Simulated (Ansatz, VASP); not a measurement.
MoS2: VASP beside Ansatz

Contents of INCAR:

```
SYSTEM = MoS2
PREC = Accurate ; ENCUT = 520
EDIFF = 1E-6 ; ISMEAR = -1
SIGMA = 0.05 ; LREAL = .FALSE.
LASPH = .TRUE. ; NELM = 80
ALGO = Normal ; ISIF = 2
LWAVE = .FALSE. ; LCHARG = .TRUE.
GGA = CA ; LELF = .TRUE.
LVHAR = .TRUE. ; NBANDS = 20
```

KPOINTS

```
Automatic mesh
0
G
  10 10 2
  0 0 0
```

POSCAR

```
MoS2
1.0
    3.2465757816      0.0000000000      0.0000000000
   -1.6232878908      2.8116171022      0.0000000000
    0.0000000000      0.0000000000     17.6745803806
Mo S
1 2
Direct
    0.0000000000      0.0000000000      0.0000000000
    0.3333333333      0.6666666667      0.9105070200
    0.3333333333      0.6666666667      0.0894929800
```

The input input.yaml:

```yaml
crystal:
  lattice:
    - [3.2465757816, 0.0, 0.0]
    - [-1.6232878908, 2.8116171022, 0.0]
    - [0.0, 0.0, 17.6745803806]
  atoms:
    - { symbol: Mo, position: [0.0, 0.0, 0.0] }
    - { symbol: S, position: [0.3333333333, 0.6666666667, 0.91050702] }
    - { symbol: S, position: [0.3333333333, 0.6666666667, 0.08949298] }
hamiltonian:
  xc: lda
  pseudopotentials: { kind: paw }
kpoints:
  mp_grid: { grid: [10, 10, 2] }
scf:
  occupations: { method: fermi_dirac, width: 0.05 }
output:
  forces: true
  stress: true
  eigenvalues: true
```

Alike in both runs: task single point; functional LDA; k mesh 10 × 10 × 2; occupations fermi-dirac, width 0.05 eV; no spin polarisation.

|  | VASP | Ansatz |
| --- | --- | --- |
| version | VASP 6.6.1 | Ansatz 0.2.0 |
| potentials or method | VASP PAW LDA potentials, release 64 (Mo_sv, S) | Ansatz PAW |
| plane-wave cutoff (eV) | 520 | 420 |
| valence electrons in the cell | 26 | 26 |

VASP gave:

* gap on the k mesh at the Fermi level (eV): 1.59
* least direct gap on the mesh (eV): 1.78
* rms of the force components (eV/Å): 0.583

Task: Estimate Ansatz's values.

Result: gap on the k mesh at the Fermi level (eV): 1.58; least direct gap on the mesh (eV): 1.77; rms of the force components (eV/Å): 0.592.

Atom by atom the forces differ by 0.009 eV/Å (rms over components).

Caveats: the PAW data sets come from PBE, with cores solved anew for the run's functional, which leaves a small shift of forces and pressure (Ansatz). As with any semilocal functional, this LDA gap is likely too small.
